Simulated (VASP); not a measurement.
Set up this calculation in VASP 6.6.1, as the native input.

```yaml
Task: single point
Functional: r2SCAN
Potentials_or_basis: VASP PAW PBE potentials, release 64 (Ta_pv)
Cutoff: 520 eV
k_mesh: 18 × 18 × 18
Occupations: gaussian, width 0.1 eV
Spin: no spin polarisation
Further_INCAR_settings: ALGO = Normal; EDIFF = 1e-06
```

The structure of Ta lies in POSCAR:

```
Ta
1.0
    0.0000000000      2.0883400000      2.0883400000
    2.0883400000      0.0000000000      2.0883400000
    2.0883400000      2.0883400000      0.0000000000
Ta
1
Direct
    0.0000000000      0.0000000000      0.0000000000
```

This isn't the form of Ta at room conditions, which is bcc.

One way to write it, as run:

INCAR

```
SYSTEM = Ta
PREC = Accurate
ENCUT = 520
EDIFF = 1E-6
ISMEAR = 0
SIGMA = 0.1
LREAL = .FALSE.
LASPH = .TRUE.
NELM = 80
ALGO = Normal
ISIF = 2
LWAVE = .FALSE.
LCHARG = .FALSE.
METAGGA = R2SCAN
LMIXTAU = .TRUE.
```

KPOINTS

```
Automatic mesh
0
G
  18 18 18
  0 0 0
```

Potentials or basis: VASP PAW PBE potentials, release 64 (Ta_pv).

Run with:

```console
$ cat potpaw_PBE.64/Ta_pv/POTCAR > POTCAR
$ mpirun -np 1 vasp_std > vasp.out
```

Results of the run:

```json
{
  "Pressure": "5.1 GPa",
  "Band gap on the k mesh": "none (metal or under the smearing width)"
}
```

Caveat: the PAW data sets were made with another functional, which shifts forces and pressure a little.

Run time: 51 s on 1 thread of Intel(R) Xeon(R) 6975P-C (Granite Rapids), on a shared host, peak memory 0.18 GiB.
